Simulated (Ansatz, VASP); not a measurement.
## GaP in VASP and in Ansatz

File INCAR:

```
SYSTEM = GaP
  PREC = Accurate
  ENCUT = 520
  EDIFF = 1E-6
  ISMEAR = 0
  SIGMA = 0.02
  LREAL = .FALSE.
  LASPH = .TRUE.
  NELM = 60
  ALGO = Normal
  ISIF = 2
  LWAVE = .FALSE.
  LCHARG = .FALSE.
  GGA = PE
  NBANDS = 16
```

Contents of KPOINTS:

```
Automatic mesh
0
G
  10 10 10
  0 0 0
```

Contents of POSCAR:

```
GaP
1.0
    0.0000000000      2.4432009320      2.4432009320
    2.4432009320      0.0000000000      2.4432009320
    2.4432009320      2.4432009320      0.0000000000
Ga P
1 1
Direct
    0.0000000000      0.0000000000      0.0000000000
    0.2500000000      0.2500000000      0.2500000000
```

Input for Ansatz:

```yaml
crystal:
  lattice:
    - [0.0, 2.443200932, 2.443200932]
    - [2.443200932, 0.0, 2.443200932]
    - [2.443200932, 2.443200932, 0.0]
  atoms:
    - { symbol: Ga, position: [0.0, 0.0, 0.0] }
    - { symbol: P, position: [0.25, 0.25, 0.25] }
basis:
  ecutwfc: 420
kpoints:
  mp_grid: { grid: [10, 10, 10] }
  band_path: { path: [VBM, CBM], npoints: 2 }
hamiltonian:
  xc: pbe
scf:
  occupations: { method: gaussian, width: 0.02 }
output:
  forces: true
  stress: true
  eigenvalues: true
checkpoint:
  read: start.run
  write: ck
  compress: false
  write_wavefunctions: false
  write_every: 100000
```

Alike in both runs: task single point; functional PBE; k mesh 10 × 10 × 10; occupations gaussian, width 0.02 eV; no spin polarisation.

|  | VASP | Ansatz |
| --- | --- | --- |
| version | VASP 6.6.1 | Ansatz 0.2.0 |
| potentials or method | VASP PAW PBE potentials, release 64 (Ga_d, P) | scalar-relativistic, plane waves, PAW |
| plane-wave cutoff (eV) | 520 | 420 |
| valence electrons in the cell | 18 | 18 |

|  | VASP | Ansatz | Ansatz less VASP |
| --- | --- | --- | --- |
| gap on the k mesh at the Fermi level (eV) | 0.76 | 0.75 | -0.003 |
| least direct gap on the mesh (eV) | 3.57 | 3.56 | -0.012 |

The functional is the same, so the differences come from potentials, cutoffs and numerics.

 A k mesh can miss the band edges.
